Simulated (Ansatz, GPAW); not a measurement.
This is a calculation of SnTe for GPAW 26.7.0 (ASE script). 

Contents of run.py:

```python
from ase.dft.bandgap import bandgap
from ase.io import read, write
from ase.units import GPa
from gpaw import GPAW, PW

atoms = read('SnTe.xyz')

calc = GPAW(mode=PW(600),
            xc='PBE',
            kpts={'size': (7, 7, 7), 'gamma': True},
            occupations={'name': 'methfessel-paxton', 'order': 0, 'width': 0.017},
            nbands=19,
            convergence={'density': 1e-05, 'energy': 1e-05},
            maxiter=150,
            txt='gpaw.txt')
atoms.calc = calc
energy = atoms.get_potential_energy()
forces = atoms.get_forces()
stress = atoms.get_stress()
calc.write('gs.gpw')
write('result.traj', atoms)
print(f'Energy: {energy:.6f} eV')
print('Forces (eV/A):')
print(forces.round(4))
print('Stress (GPa):', (stress / GPa).round(3))
print('Fermi level:', round(calc.get_fermi_level(), 4), 'eV')
print(f'Gap: {bandgap(calc)[0]:.4f} eV, direct: {bandgap(calc, direct=True)[0]:.4f} eV')
```

Contents of SnTe.xyz:

```xyz
2
Lattice="0.0000000000 3.1508500000 3.1508500000 3.1508500000 0.0000000000 3.1508500000 3.1508500000 3.1508500000 0.0000000000" Properties=species:S:1:pos:R:3 pbc="T T T"
Te     3.1508500000      3.1508500000      3.1508500000
Sn     0.0000000000      0.0000000000      0.0000000000
```

Potentials or basis: GPAW PAW data sets (gpaw-data 1.2.1), pw.

The run is started by

```bash
$ OMP_NUM_THREADS=1 python run.py
```

Q: Set up the same calculation for Ansatz 0.2.0. Potentials or basis there: all-electron LAPW, scalar-relativistic.

A: As run (cutoffs and basis follow the program's own potentials, and thresholds, step limits or extra output files can differ):

input.yaml

```yaml
crystal:
  lattice:
    - [0.0, 3.15085, 3.15085]
    - [3.15085, 0.0, 3.15085]
    - [3.15085, 3.15085, 0.0]
  atoms:
    - { symbol: Te, position: [0.5, 0.5, 0.5] }
    - { symbol: Sn, position: [0.0, 0.0, 0.0] }
kpoints:
  mp_grid: { grid: [7, 7, 7] }
scf:
  occupations: { method: gaussian, width: 0.017 }
hamiltonian:
  xc: pbe
  pseudopotentials: { kind: all_electron, lapw: { basis_error: 0.001 } }
output:
  forces: true
  stress: true
  eigenvalues: true
```

Potentials or basis: all-electron LAPW, scalar-relativistic.

Launch:

```sh
$ ansatz run input.yaml --threads 1 --pin off --max-ram 3072MiB --backend cpu --events-out ev --progress --plain --runs-dir out
```

Both were run:

|  | GPAW | Ansatz |
| --- | --- | --- |
| Pressure | 1.9 GPa | 2.2 GPa |

Where Ansatz's input types no cutoff or centring, it takes its own default and a Γ-centred mesh.

Pressure is positive in compression.
